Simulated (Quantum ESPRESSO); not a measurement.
**Sb: projected density of states with vdW-DF**

Crystal: Sb.

```
CELL_PARAMETERS angstrom
3.07338 0.00000 0.00000
0.00000 3.07338 0.00000
0.00000 0.00000 3.07338
ATOMIC_POSITIONS crystal
Sb 0.00000 0.00000 0.00000
```

This isn't the form of Sb at room conditions, which is rhombohedral.

The cell isn't the ideal one: volume scaled by 0.92.

```json
{
  "Program": "Quantum ESPRESSO 7.5",
  "Task": "projected density of states",
  "Functional": "vdW-DF",
  "Potentials or basis": "JTH 2.0 PBE",
  "Cutoff": "490 eV",
  "Density cutoff": "2939 eV",
  "k mesh": "8 × 8 × 8",
  "Occupations": "fermi-dirac, width 0.05 eV",
  "Spin": "no spin polarisation",
  "Mixing beta": "0.5",
  "Most SCF iterations": "120",
  "SCF threshold": "2e-10 Ry",
  "Dos occupations": "tetrahedra_opt"
}
```

```
Pressure               : 5.5 GPa
Band gap on the k mesh : none (metal or under the smearing width)
```

Levels at points of the mesh, in eV from the Fermi level:
| k point | band 6 | band 7 | band 8 | band 9 | band 10 | band 11 |
| --- | --- | --- | --- | --- | --- | --- |
| (0.00, 0.00, 0.00) | -12.55 | 3.34 | 3.34 | 3.34 | 7.33 | 7.33 |
| (0.00, 0.00, -0.50) | -10.06 | -5.62 | 5.39 | 5.39 | 9.68 | 11.07 |
| (0.00, -0.50, -0.50) | -7.41 | -3.58 | -3.58 | 2.45 | 7.50 | 14.27 |
| (-0.50, -0.50, -0.50) | -4.45 | -1.65 | -1.65 | -1.65 | 5.10 | 5.10 |

States per cell in windows of 1 eV (zero at the Fermi level; states under -8 eV left out):
```tsv
from (eV)	total	Sb#1 p wfc3	Sb#1 d wfc6	Sb#1 s wfc1	Sb#1 s wfc2	Sb#1 p wfc4	Sb#1 d wfc5
-8.0	0.26	0.05	0.02	0.19	0.00	0.00	0.00
-7.0	0.10	0.02	0.00	0.08	0.00	0.00	0.00
-6.0	0.14	0.10	0.00	0.03	0.00	0.00	0.00
-5.0	0.36	0.32	0.02	0.02	0.00	0.00	0.00
-4.0	0.67	0.59	0.04	0.03	0.00	0.00	0.00
-3.0	0.70	0.55	0.10	0.04	0.00	0.00	0.00
-2.0	0.64	0.44	0.16	0.04	0.00	0.00	0.00
-1.0	0.52	0.31	0.17	0.04	0.00	0.00	0.00
0.0	0.50	0.29	0.16	0.04	0.01	0.00	0.00
1.0	0.47	0.29	0.14	0.03	0.01	0.00	0.00
2.0	0.57	0.34	0.19	0.02	0.01	0.00	0.00
3.0	0.73	0.40	0.29	0.01	0.01	0.00	0.00
4.0	0.81	0.39	0.36	0.02	0.01	0.00	0.00
5.0	0.68	0.26	0.36	0.02	0.01	0.01	0.00
6.0	0.55	0.13	0.35	0.02	0.01	0.01	0.00
7.0	0.49	0.03	0.38	0.02	0.01	0.00	0.00
```

It took 3.3 min on 1 thread of Arm Neoverse V1 (shared host), peak memory 0.07 GiB.

Caveat: the potentials were made for another functional, which shifts forces and pressure; the cutoff is low for these files, which shifts pressure and relaxed volume. The run has no spin-orbit coupling, so splittings on Sb are missing.
